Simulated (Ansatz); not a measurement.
Base system: AlP in the zinc blende structure (space group F-43m, No. 216).

```xyz
2
Lattice="0.0000 2.7352 2.7352 2.7352 0.0000 2.7352 2.7352 2.7352 0.0000" Properties=species:S:1:pos:R:3 pbc="T T T"
P      4.1028     4.1028     4.1028
Al     0.0000     0.0000     0.0000
```

Method: PBEsol (Ansatz, an electronic-structure program; PAW; 420 eV plane waves; no SOC).

One thing is altered: every P is replaced by Sb; the structure is relaxed again.

Measured lattice parameter a: AlP 5.451 Å (static lattice; corrected from measurement; as listed in Daniel Mejia-Rodriguez, S. B. Trickey, Phys. Rev. B (2018)); AlSb 6.128 Å (0 K or low temperature; as listed in Guo-Xu Zhang et al., New Journal of Physics (2018)).

Question: How well does PBEsol reproduce the measured shift?

Answer: With PBEsol the lattice parameter a moves by +0.687 Å (5.470 → 6.157) against +0.677 Å measured. The two measured values stand on different bases (one corrected, one not), which blurs small differences.

No phonon test of stability was made.
